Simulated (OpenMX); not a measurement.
The system is PtSe2 (Sudovikovite).

```
Pt Se
1.0
     3.72400    0.00000    0.00000
    -1.86200    3.22508    0.00000
     0.00000    0.00000    5.06200
Pt Se
1 2
Direct
  0.00000 0.00000 0.00000
  0.66667 0.33333 0.75000
  0.33333 0.66667 0.25000
```

Base run:

```yaml
Program: OpenMX 3.8.5
Functional: PBE
Dispersion: D4
Potentials_or_basis: OpenMX 2013 PBE set, Pt7.0-s3p2d2f1, Se7.0-s3p2d2, grid cutoff 400 Ry
k_mesh: 7 × 7 × 5
Occupations: fermi-dirac, width 0.05 eV
Spin: no spin polarisation
```

Its results: band gap on the k mesh none (metal or under the smearing width); pressure 4.5 GPa; largest force 0.898 eV/Å.

Task: The run is repeated on the same cell with these changes: dispersion from D4 to D3. What comes out?

Result: Band gap on the k mesh none (metal or under the smearing width); pressure 5.4 GPa; largest force 0.928 eV/Å.

Caveats: the basis of atomic orbitals isn't converged, which shifts pressures, moduli and gaps; pairwise dispersion overbinds metals, which lowers pressure and volume.

Not every run made on this cell is shown here.
